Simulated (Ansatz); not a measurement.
**Al$_{2}$Cu: zone-centre modes at 7 GPa**

Method: Ansatz 0.2.0, DFT PBEsol, scalar-relativistic, plane waves, PAW. Plane waves to 420 eV; Γ-centred k mesh 14×14×14; Fermi-Dirac smearing of 0.15 eV. No spin polarisation. Phonons by linear response, acoustic sum rule imposed.

The cell, relaxed at 7 GPa:
```yaml
crystal:
  lattice:
    - [-1.98564, 1.98564, 2.80812]
    - [1.98564, -1.98564, 2.80812]
    - [1.98564, 1.98564, -2.80812]
  atoms:
    - { symbol: Al, position: [0.75000, 0.25000, 0.50000] }
    - { symbol: Al, position: [0.25000, 0.75000, 0.50000] }
    - { symbol: Cu, position: [0.50000, 0.50000, 0.00000] }
```

In a metal, frequencies and elastic constants depend on the k mesh and the smearing, soft modes and shear constants most. Other phases may be more stable at this pressure.

Optical modes at Γ; i marks an imaginary frequency:
```
frequency (cm⁻¹) degeneracy
             294           3
             320           3
```

All 6 optical modes at Γ are real: no displacement of atoms at fixed cell lowers the energy to second order. Strains and modes at other wave vectors aren't tested by this run.

Whether Al2Cu exists in this form wasn't checked.

Cost: 1 run of about 0.95 core-minutes, on Intel Xeon Platinum 8375C (Ice Lake) (shared hosts).